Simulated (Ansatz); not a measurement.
Clamped-ion strain scan in Sb

All numbers below come from DFT PBE+D3(BJ), scalar-relativistic, plane waves, PAW (Ansatz). The runs took a 420 eV cutoff, a Γ-centred 18×18×18 mesh and Gaussian smearing (0.15 eV). No spin polarisation. Energies are free energies at this smearing, counted from the undisturbed cell; pressure is positive in compression.

Zero of the scan (as given, not relaxed at this level; it stands at -0.8 GPa; this bcc form isn't the usual structure):

```
CELL_PARAMETERS angstrom
-1.87134 1.87134 1.87134
1.87134 -1.87134 1.87134
1.87134 1.87134 -1.87134
ATOMIC_POSITIONS crystal
Sb 0.00000 0.00000 0.00000
```

The cell is strained by ε times the Voigt pattern (0, 1, 0, 0, 0, 0) (xx, yy, zz, yz, xz, xy; engineering shear) with fractional coordinates fixed. The cell is metallic on the mesh throughout.

```
      ε  ΔE (meV/atom) stress summed along the pattern (GPa, tension positive) pressure (GPa)
-0.1500          196.9                                                   -19.59            15.7
-0.0750           40.1                                                    -7.66             5.5
 0.0000            0.0                                                     0.78            -0.8
 0.0375              ?                                                        ?            -2.9
 0.1125           86.6                                                     7.55            -5.9
 0.1500          136.9                                                     8.78            -7.0
```

(1) Give the withheld values.

Results:

(1) ΔE (meV/atom) at ε = 0.0375: 15.2; stress summed along the pattern (GPa, tension positive) at ε = 0.0375: 3.85.